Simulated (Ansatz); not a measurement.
# LiF: the cost of one run

Computed with Ansatz 0.2.0 (DFT PBE, scalar-relativistic, plane waves, PAW, unless a step's input says otherwise).

## (1) The structure to begin with

Symmetry: Fmmm, No. 69, orthorhombic system. Conventional cell: a = 5.236 Å, b = 5.362 Å, c = 5.527 Å, α = 90.00°, β = 90.00°, γ = 90.00°. Li (site symmetry 222) has 4 F at 2.11 Å as nearest neighbours. F (site symmetry 2mm) is surrounded by 1 F at 0.91 Å.

Coordinates:

```
Li F
1.0
     0.00000    2.68122    2.76353
     2.61790    0.00000    2.76353
     2.61790    2.68122    0.00000
Li F
2 2
Cartesian
  1.3089 1.3406 1.3818
  3.9268 4.0218 4.1453
  3.0716 2.6812 2.7635
  2.1642 2.6812 2.7635
```

Recipe of the guess: random cell by space group and Wyckoff sites (Fmmm, No. 69). The dimensions are guesses.

## (2) Probe: one point on a coarse mesh

input.yaml reads:

```yaml
crystal:
  lattice:
    - [0.0, 2.68121781, 2.76352661]
    - [2.61789937, 0.0, 2.76352661]
    - [2.61789937, 2.68121781, 0.0]
  atoms:
    - { symbol: Li, position: [0.25, 0.25, 0.25] }
    - { symbol: Li, position: [0.75, 0.75, 0.75] }
    - { symbol: F, position: [0.41335207, 0.58664793, 0.58664793] }
    - { symbol: F, position: [0.58664793, 0.41335207, 0.41335207] }
basis:
  ecutwfc: 420
kpoints:
  mp_grid: { grid: [6, 6, 6] }
hamiltonian:
  xc: pbe
scf:
  occupations: { method: gaussian, width: 0.1 }
  lower_state_search: "off"
output:
  forces: true
  stress: true
  eigenvalues: true
```

Command:

```
$ ansatz run input.yaml --threads 1 --pin off --max-ram 2048MiB --backend cpu --events-out ev --progress --plain --runs-dir out
```

**Question.** How long does this run take on 1 thread of Arm Neoverse V2, shared host, and how much memory does it need?

About 2 s, with a peak of 0.29 GiB.
